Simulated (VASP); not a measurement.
Here is a VASP 6.6.1 calculation.

POSCAR

```
H17O8F
1.0
    6.4950650000      0.0000000000      0.0000000000
    0.0000000000      6.4950650000      0.0000000000
    0.0000000000      0.0000000000      6.4950650000
O H F
8 17 1
Direct
    0.9316919846      0.7024256108      0.6069531252
    0.6716945866      0.4119435294      0.4497414576
    0.0931476436      0.8199610012      0.9765414203
    0.8723700225      0.1981350456      0.9609449636
    0.1656950315      0.2484963584      0.6281384405
    0.5861219249      0.4847834471      0.8553109168
    0.3614436499      0.7191152052      0.3544537276
    0.1736857137      0.2299284149      0.2588888641
    0.8217007836      0.8037178997      0.5833813826
    0.9144327270      0.5944667220      0.5181472395
    0.6263832618      0.4907726097      0.3407202237
    0.7451503565      0.2623992216      0.4304498877
    0.0450341913      0.9464570408      1.0458555842
   -0.0235871389      0.7573750224      0.9012380938
    0.9689048531      0.1873268397      0.8336329198
    0.7611009282      0.2980878559      0.9044405252
    0.1446944719      0.3157320212      0.4924662032
    0.1778273197      0.1047102685      0.6223956188
    0.7003009208      0.5728041213      0.8205306644
    0.5249831988      0.4348070420      0.7256586347
    0.3241999888      0.7034109743      0.2042473786
    0.2361331257      0.7423020401      0.4456614368
    0.1059419729      0.2920525045      0.1302989270
    0.2926375641      0.2137161060      0.1751329663
    0.4956994272      0.8669505232      0.3591803931
    0.6283077998      0.9597286555      0.3819515278
```

INCAR.step1

```
ALGO = Normal ; EDIFF = 1E-4
ENCUT = 520 ; GGA = PE
ISMEAR = -1 ; LASPH = T
LCHARG = F ; LREAL = Auto
LWAVE = T ; NBANDS = 55
NELM = 80 ; PREC = Accurate
SIGMA = 0.05
```

Contents of INCAR.step2:

```
ALGO = Normal ; EDIFF = 1E-6
ENCUT = 520 ; ISIF = 2
ISMEAR = -1 ; ISTART = 1
IVDW = 12 ; LASPH = T
LCHARG = F ; LMIXTAU = T
LREAL = Auto ; LWAVE = F
METAGGA = R2SCAN ; NBANDS = 55
NELM = 80 ; PREC = Accurate
SIGMA = 0.05 ; VDW_A1 = 0.49484001
VDW_A2 = 5.73083694 ; VDW_S6 = 1.0
VDW_S8 = 0.78981345
```

Contents of KPOINTS:

```
k-points
0
Gamma
  1 1 1
```

Potentials or basis: VASP PAW PBE potentials, release 64 (O, H, F).

Command:

```sh
$ cat potpaw_PBE.64/O/POTCAR potpaw_PBE.64/H/POTCAR potpaw_PBE.64/F/POTCAR > POTCAR
$ cp INCAR.step1 INCAR
$ mpirun -np 1 vasp_gam > vasp.out
$ cp INCAR.step2 INCAR
$ mpirun -np 1 vasp_gam > vasp.out
```

Q: Estimate the largest force.

A: 5.979 eV/Å.

Q: Predict the band gap on the k mesh.

A: 4.81 eV, direct.

Q: Predict the dispersion energy per atom.

A: -0.016 eV.

Q: What does it give for the pressure?

A: -2.1 GPa.

Forces in eV/Å, atoms in the order of the input:
```
O    0.624  3.254  2.298
O    2.842 -4.479  2.758
O   -0.282  0.204  0.483
O    0.392  1.003 -2.761
O   -0.607  2.377  1.558
O   -0.652 -0.489  0.221
O   -1.508 -0.050 -0.594
O   -1.115  1.281 -3.595
H    0.393 -0.495 -0.574
H   -1.208 -2.487 -1.916
H   -0.558  0.315 -2.474
H   -2.335  3.721 -0.679
H   -0.223 -0.887 -0.472
H    1.035  0.701  0.409
H   -1.306  0.478  1.687
H    1.017 -1.131  1.007
H    0.551 -1.571  0.690
H    0.231 -1.211 -0.898
H   -0.060  0.103 -0.595
H    0.563  0.482  0.388
H   -0.553  0.261  1.490
H    1.121 -0.343 -1.416
H   -1.118 -0.679  1.856
H    2.064 -0.646  0.566
H    0.979  0.406  0.577
F   -0.285 -0.120 -0.016
```

Caveat: the PAW data sets were made with another functional, which shifts forces and pressure a little. r2SCAN opens gaps a little over a GGA but as a rule still falls short of measured ones.
